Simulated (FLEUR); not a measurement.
## V: changing the volume of the cell

```xyz
2
Lattice="2.6043 0.0000 0.0000 -1.3021 2.2554 0.0000 0.0000 0.0000 4.7233" Properties=species:S:1:pos:R:3 pbc="T T T"
V     0.0000    1.5036    1.1808
V     1.3021    0.7518    3.5425
```

This isn't the form of V at room conditions, which is bcc.

Kept alike: task single point; functional PBEsol; k mesh 12 × 12 × 6; occupations fermi-dirac, width 0.05 eV; collinear spin, ferromagnetic start. Program: FLEUR, all-electron, FLAPW. The mesh is that of the run's cell of 2 atoms. No spin-orbit coupling.

| volume of cell, f (times the cell shown) | free energy over the lowest row (meV/atom) |
| --- | --- |
| 0.8 | 285.32 |
| 0.85 | 121.42 |
| 0.9 | 31.92 |
| 0.95 | 0.00 |
| 1 | 12.70 |
| 1.05 | 59.95 |
| 1.1 | 133.93 |

The cell shown is the unstrained one; x, y and z are its Cartesian axes; atoms keep their fractions. For a metal such a mesh leaves the last digits unconverged. The moments vanished: the runs ended non-magnetic.

What does the volume of the cell change here?

The free energy is lowest at 0.95, and 285.32 meV an atom higher at 0.8.
